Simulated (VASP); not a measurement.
# H2 in VASP: a series of runs

Aim: see how the results for H2 move with the level of theory and the settings. Levels: PBEsol, RPBE. Tasks: single point, relaxation of the atoms.

Everything below comes from runs of VASP 6.6.1. Logs are shortened: lines on timing, memory, paths and dates and some standing lists are left out, and cuts for length are marked.

## Step 1: The molecule as given

The cell holds a molecule in a box, 2 atoms: a = 10.000 Å, b = 10.500 Å, c = 11.000 Å, α = 90.00°, β = 90.00°, γ = 90.00°.

## Step 2: Single point, PBEsol

INCAR reads:

```
ALGO = Normal ; EDIFF = 1E-6
ENCUT = 520 ; GGA = PS
ISIF = 2 ; ISMEAR = 0
LASPH = True ; LCHARG = False
LREAL = False ; LWAVE = False
NBANDS = 8 ; NELM = 100
PREC = Accurate ; SIGMA = 0.02
```

KPOINTS reads:

```
k-points
0
Gamma
  1 1 1
```

POSCAR reads:

```
H
1.0
   10.0000000000      0.0000000000      0.0000000000
    0.0000000000     10.5000000000      0.0000000000
    0.0000000000      0.0000000000     11.0000000000
H
2
Direct
    0.5000000000      0.5000000000      0.4663636400
    0.5000000000      0.5000000000      0.5336363600
```

Potentials or basis: VASP PAW PBE potentials, release 64 (H).

Run with:

```
$ cat potpaw_PBE.64/H/POTCAR > POTCAR
$ mpirun -np 1 vasp_std > vasp.out
```

OUTCAR:

```text
EDIFF = 1E-6
   ENCUT = 520
   GGA = PS
   ISIF = 2
   ISMEAR = 0
   LASPH = True
   LREAL = False
   NELM = 100
   PREC = Accurate

 ion  position               nearest neighbor table
   1  0.500  0.500  0.466-   2 0.74
   2  0.500  0.500  0.534-   1 0.74

  LATTYP: Found a simple orthorhombic cell.
 ALAT       =    10.0000000000
 B/A-ratio  =     1.0500000000
 C/A-ratio  =     1.1000000000

  Lattice vectors:

 A1 = (  10.0000000000,   0.0000000000,   0.0000000000)
 A2 = (   0.0000000000,  10.5000000000,   0.0000000000)
 A3 = (   0.0000000000,   0.0000000000,  11.0000000000)

Analysis of symmetry for initial positions (statically):
=====================================================================
 Subroutine PRICEL returns:
 Original cell was already a primitive cell.

 Routine SETGRP: Setting up the symmetry group for a
 simple orthorhombic supercell.

 Subroutine GETGRP returns: Found  8 space group operations
 (whereof  8 operations were pure point group operations)
 out of a pool of  8 trial point group operations.

The static configuration has the point symmetry D_2h.

Analysis of symmetry for dynamics (positions and initial velocities):
=====================================================================
 Subroutine PRICEL returns:
 Original cell was already a primitive cell.

 Routine SETGRP: Setting up the symmetry group for a
 simple orthorhombic supercell.

 Subroutine GETGRP returns: Found  8 space group operations
 (whereof  8 operations were pure point group operations)
 out of a pool of  8 trial point group operations.

The dynamic configuration has the point symmetry D_2h.

 Subroutine INISYM returns: Found  8 space group operations
 (whereof  8 operations are pure point group operations),
 and found     1 'primitive' translations

----------------------------------------------------------------------------------------

                                     Primitive cell

  volume of cell :    1155.0000

  direct lattice vectors                    reciprocal lattice vectors
    10.000000000  0.000000000  0.000000000     0.100000000  0.000000000  0.000000000
     0.000000000 10.500000000  0.000000000     0.000000000  0.095238095  0.000000000
     0.000000000  0.000000000 11.000000000     0.000000000  0.000000000  0.090909091

  length of vectors
    10.000000000 10.500000000 11.000000000     0.100000000  0.095238095  0.090909091

  position of ions in fractional coordinates (direct lattice)
     0.500000000  0.500000000  0.466363640
     0.500000000  0.500000000  0.533636360

  ion indices of the primitive-cell ions
   primitive index   ion index
                 1           1
                 2           2

----------------------------------------------------------------------------------------

 KPOINTS: k-points

Automatic generation of k-mesh.
 Grid dimensions read from file:
 generate k-points for:    1    1    1

 Generating k-lattice:

  Cartesian coordinates                     Fractional coordinates (reciprocal lattice)
     0.100000000  0.000000000  0.000000000     1.000000000  0.000000000  0.000000000
     0.000000000  0.095238095  0.000000000     0.000000000  1.000000000  0.000000000
     0.000000000  0.000000000  0.090909091     0.000000000  0.000000000  1.000000000

  Length of vectors
     0.100000000  0.095238095  0.090909091

  Shift w.r.t. Gamma in fractional coordinates (k-lattice)
     0.000000000  0.000000000  0.000000000

 Subroutine IBZKPT returns following result:
 ===========================================

 Found      1 irreducible k-points:

 Following reciprocal coordinates:
            Coordinates               Weight
  0.000000  0.000000  0.000000      1.000000
   k-points           NKPTS =      1   k-points in BZ     NKDIM =      1   number of bands    NBANDS=      8
   number of dos      NEDOS =    301   number of ions     NIONS =      2
   total plane-waves  NPLWV = 537600
   dimension x,y,z NGX =    80 NGY =   80 NGZ =   84
   dimension x,y,z NGXF=   160 NGYF=  160 NGZF=  168
   ions per type =               2
   NGX,Y,Z   is equivalent  to a cutoff of  13.30, 12.67, 12.70 a.u.
   NGXF,Y,Z  is equivalent  to a cutoff of  26.60, 25.33, 25.39 a.u.
 SYSTEM =  unknown system
   PREC   = accura    normal or accurate (medium, high low for compatibility)
   ISTART =      0    job   : 0-new  1-cont  2-samecut
   ICHARG =      2    charge: 1-file 2-atom 10-const
   ISPIN  =      1    spin polarized calculation?
   LNONCOLLINEAR =      F non collinear calculations
   LSORBIT =      F    spin-orbit coupling
   LASPH  =      T    aspherical Exc in radial PAW
   ENCUT  =  520.0 eV  38.22 Ry    6.18 a.u.  18.59 19.52 20.45*2*pi/ulx,y,z
   NELM   =    100;   NELMIN=  2; NELMDL= -5     # of ELM steps
   EDIFF  = 0.1E-05   stopping-criterion for ELM
   LREAL  =      F    real-space projection
   EDIFFG = 0.1E-04   stopping-criterion for IOM
   NSW    =      0    number of steps for IOM
   IBRION =     -1    ionic relax: 0-MD 1-quasi-New 2-CG
   NFREE  =      0    steps in history (QN), initial steepest desc. (CG)
   ISIF   =      2    stress and relaxation
   ISYM   =      2    0-nonsym 1-usesym 2-fastsym
   POTIM  = 0.5000    time-step for ionic-motion
   TEBEG  =    0.0;   TEEND  =   0.0 temperature during run
   PSTRESS=    0.0 pullay stress
   NELECT =       2.0000    total number of electrons
   NUPDOWN=      -1.0000    fix difference up-down
   EMIN   =  10.00;   EMAX   =-10.00  energy-range for DOS
   EFERMI =   0.00;   METHOD = LEGACY
   ISMEAR =     0;   SIGMA  =   0.02  broadening in eV -4-tet -1-fermi 0-gaus
   EFERMI_NEDOS =   21; number of points for ismear=-14 and -15
   IALGO  =     38    algorithm
   IMIX   =      4    mixing-type and parameters
     AMIX     =   0.40;   BMIX     =  1.00
     AMIX_MAG =   1.60;   BMIX_MAG =  1.00
  volume/ion in A,a.u.               =     577.50      3897.16
  Fermi-wavevector in a.u.,A,eV,Ry     =   0.196588  0.371498  0.525823  0.038647
  Thomas-Fermi vector in A             =   0.945437
   LORBIT       =      0    0 simple, 1 ext, 2 COOP (PROOUT), +10 PAW based schemes
   GGA     = PS    functional components
   LHFCALC =     F    Hartree Fock is set to
   AEXX    =    0.0000 exact exchange contribution
   IVDW    =     0    specifies the selected vdW correction
   LEPSILON=     F    determine dielectric tensor
   LRPA    =     F    only Hartree local field effects (RPA)
 non-spin polarized calculation
 Gauss-broadening in eV      SIGMA  =   0.02
  energy-cutoff  :      520.00
  volume of cell :     1155.00
 maximum number of plane-waves:     31095
 NGX is ok and might be reduce to    80
   NGX = 37   NGY = 39   NGZ = 41

 number of electron       2.0000000 magnetization

 Free energy of the ion-electron system (eV)
  ---------------------------------------------------
  ext. energy  EPLUGINS =         0.00000000
  ---------------------------------------------------
  free energy    TOTEN  =        -6.50755943 eV

  energy without entropy =       -6.50755943  energy(sigma->0) =       -6.50755943

 E-fermi : -10.0957     XC(G=0):  -0.3187

 val. band max:      -10.2015064035   @ k =   0.0000   0.0000   0.0000
 cond. band min:      -0.1341259296   @ k =   0.0000   0.0000   0.0000
 fundamental gap:     10.0673804739
 Fermi energy:       -10.0956728099

 k-point     1 :       0.0000    0.0000    0.0000
  band No.  band energies     occupation
      1     -10.2015      2.00000
      2      -0.1341      0.00000
      3       0.4167      0.00000
      4       0.9250      0.00000
      5       1.0223      0.00000
      6       1.1367      0.00000
      7       1.2559      0.00000
      8       1.3967      0.00000

------------------------ aborting loop because EDIFF is reached ----------------------------------------

  FORCE on cell =-STRESS in cart. coord.  units (eV):
  Direction    XX          YY          ZZ          XY          YZ          ZX
  --------------------------------------------------------------------------------------
  -------------------------------------------------------------------------------------
  Total       -0.0258072     -0.0256068      0.4479668      0.0000000      0.0000000      0.0000000
  in kB       -0.0357988     -0.0355209      0.6214045      0.0000000      0.0000000      0.0000000
  external PRESSURE =       0.1833616 kB  Pullay stress =       0.0000000 kB

 VOLUME and BASIS-vectors are now :
 -----------------------------------------------------------------------------
  energy-cutoff  :      520.00
  volume of cell :     1155.00
      direct lattice vectors                 reciprocal lattice vectors
    10.000000000  0.000000000  0.000000000     0.100000000  0.000000000  0.000000000
     0.000000000 10.500000000  0.000000000     0.000000000  0.095238095  0.000000000
     0.000000000  0.000000000 11.000000000     0.000000000  0.000000000  0.090909091

 POSITION                                       TOTAL-FORCE (eV/Angst)
 -----------------------------------------------------------------------------------
      5.00000      5.25000      5.13000         0.000000      0.000000     -0.649460
      5.00000      5.25000      5.87000         0.000000     -0.000000      0.649460
 -----------------------------------------------------------------------------------
    total drift:                                0.000000      0.000000      0.000000

  FREE ENERGIE OF THE ION-ELECTRON SYSTEM (eV)
  ---------------------------------------------------
  free  energy   TOTEN  =        -6.5075594312 eV

  energy  without entropy=       -6.5075594312  energy(sigma->0) =       -6.50755943
```

Wall time 65 s (1 thread of Intel Xeon Platinum 8488C (Sapphire Rapids), shared host); peak memory 0.79 GiB.

Results:

| Property | Result |
| --- | --- |
| Free energy | -6.5076 eV |
| Largest force | 0.649 eV/Å |
| Gap between the frontier levels | 10.07 eV |

Forces in eV/Å, atoms in the order of the input:
```
H    0.000  0.000 -0.649
H    0.000  0.000  0.649
```

Caveat: the PAW data sets were made with another functional, which shifts forces and pressure a little.

## Step 3: Relaxation of the atoms, PBEsol

INCAR reads:

```
PREC     = Accurate       # precision mode
ENCUT    = 500            # plane-wave cutoff, eV
EDIFF    = 1E-7           # SCF threshold, eV
ISMEAR   = 0              # smearing method
SIGMA    = 0.02           # smearing width, eV
LREAL    = False          # projectors in reciprocal space
LASPH    = True           # aspherical terms in the spheres
NELM     = 100            # most SCF steps
ALGO     = Normal         # electronic algorithm
ISIF     = 2              # what is computed and relaxed
LWAVE    = False          # write WAVECAR
LCHARG   = False          # write CHGCAR
GGA      = PS             # functional
IBRION   = 2              # ionic algorithm
NSW      = 90             # ionic steps
EDIFFG   = -0.005         # ionic threshold
ISYM     = 0
```

KPOINTS reads:

```
Automatic mesh
0
Gamma
  1 1 1
```

POSCAR is that of step 2.

Potentials or basis: VASP PAW PBE potentials, release 64 (H).

Run with:

```
$ cat potpaw_PBE.64/H/POTCAR > POTCAR
$ mpirun -np 1 vasp_std > vasp.out
```

OUTCAR:

```text
PREC = Accurate
   ENCUT = 500
   EDIFF = 1E-7
   ISMEAR = 0
   LREAL = False
   LASPH = True
   NELM = 100
   ISIF = 2
   GGA = PS
   IBRION = 2
   NSW = 90
   EDIFFG = -0.005
   ISYM = 0

 ion  position               nearest neighbor table
   1  0.500  0.500  0.466-   2 0.74
   2  0.500  0.500  0.534-   1 0.74

IMPORTANT INFORMATION: All symmetrisations will be switched off!
NOSYMM: (Re-)initialisation of all symmetry stuff for point group C_1.

----------------------------------------------------------------------------------------

                                     Primitive cell

  volume of cell :    1155.0000

  direct lattice vectors                    reciprocal lattice vectors
    10.000000000  0.000000000  0.000000000     0.100000000  0.000000000  0.000000000
     0.000000000 10.500000000  0.000000000     0.000000000  0.095238095  0.000000000
     0.000000000  0.000000000 11.000000000     0.000000000  0.000000000  0.090909091

[... 152 lines left out ...]
 fundamental gap:      9.7727725008
 Fermi energy:        -9.8129637306

 k-point     1 :       0.0000    0.0000    0.0000
  band No.  band energies     occupation
      1      -9.9125      2.00000
      2      -0.1397      0.00000
      3       0.2297      0.00000
      4       0.8984      0.00000
      5       0.9937      0.00000
[... 33 lines left out ...]
--------------------------------------- Ionic step        3  -------------------------------------------

 number of electron       2.0000001 magnetization

 Free energy of the ion-electron system (eV)
  ---------------------------------------------------
  ext. energy  EPLUGINS =         0.00000000
  ---------------------------------------------------
  free energy    TOTEN  =        -6.51263563 eV

  energy without entropy =       -6.51263563  energy(sigma->0) =       -6.51263563

 E-fermi : -10.0118     XC(G=0):  -0.3198

 val. band max:      -10.1133576402   @ k =   0.0000   0.0000   0.0000
 cond. band min:      -0.1336149364   @ k =   0.0000   0.0000   0.0000
 fundamental gap:      9.9797427037
 Fermi energy:       -10.0118390756

 k-point     1 :       0.0000    0.0000    0.0000
  band No.  band energies     occupation
      1     -10.1134      2.00000
      2      -0.1336      0.00000
      3       0.3655      0.00000
      4       0.9149      0.00000
      5       1.0120      0.00000
[... 27 lines left out ...]
  FREE ENERGIE OF THE ION-ELECTRON SYSTEM (eV)
  ---------------------------------------------------
  free  energy   TOTEN  =        -6.5126356345 eV

  energy  without entropy=       -6.5126356345  energy(sigma->0) =       -6.51263563

 reached required accuracy - stopping structural energy minimisation
```

OSZICAR:

```text
N       E                     dE             d eps       ncg     rms          rms(c)
DAV:   1     0.456100145603E+01    0.45610E+01   -0.46118E+02    10   0.198E+02
DAV:   2    -0.591776836524E+01   -0.10479E+02   -0.10479E+02    10   0.524E+01
DAV:   3    -0.716839573851E+01   -0.12506E+01   -0.12506E+01    15   0.239E+01
[... 39 lines left out ...]
DAV:   8    -0.651262969812E+01   -0.13872E-04   -0.84896E-07    10   0.358E-03    0.211E-04
DAV:   9    -0.651263421293E+01   -0.45148E-05   -0.13790E-07    10   0.147E-03    0.251E-04
DAV:  10    -0.651263507678E+01   -0.86385E-06   -0.14550E-08    10   0.502E-04    0.532E-05
DAV:  11    -0.651263561357E+01   -0.53679E-06   -0.15268E-08    10   0.506E-04    0.487E-05
DAV:  12    -0.651263563447E+01   -0.20896E-07   -0.24208E-10    10   0.669E-05
   3 F= -.65126356E+01 E0= -.65126356E+01  d E =-.590415E-02
```

Run time: 2.2 min. Hardware: 1 thread of Intel Xeon Platinum 8488C (Sapphire Rapids), shared host; peak memory 0.94 GiB.

What came out:

| Item | Value |
| --- | --- |
| Free energy | -6.5126 eV |
| Energy gained by relaxing | 3.0 meV/atom |
| Ionic steps | 3 |
| Gap between the frontier levels | 9.98 eV |

Forces in eV/Å, atoms in the order of the input:
```
H    0.000  0.000  0.002
H    0.000  0.000 -0.002
```

The path:
```csv
step,energy change (eV),largest force (eV/Å),pressure (GPa)
1,0.0000,0.6521,0.02
2,0.0240,1.2872,-0.05
3,-0.0059,0.0023,-0.01
```

Final structure:
```
H
1.0
    10.00000    0.00000    0.00000
     0.00000   10.50000    0.00000
     0.00000    0.00000   11.00000
H
2
Direct
  0.50000 0.50000 0.46552
  0.50000 0.50000 0.53448
```

Caveat: the PAW data sets were made with another functional, which shifts forces and pressure a little.

[end of part 1 of 2]
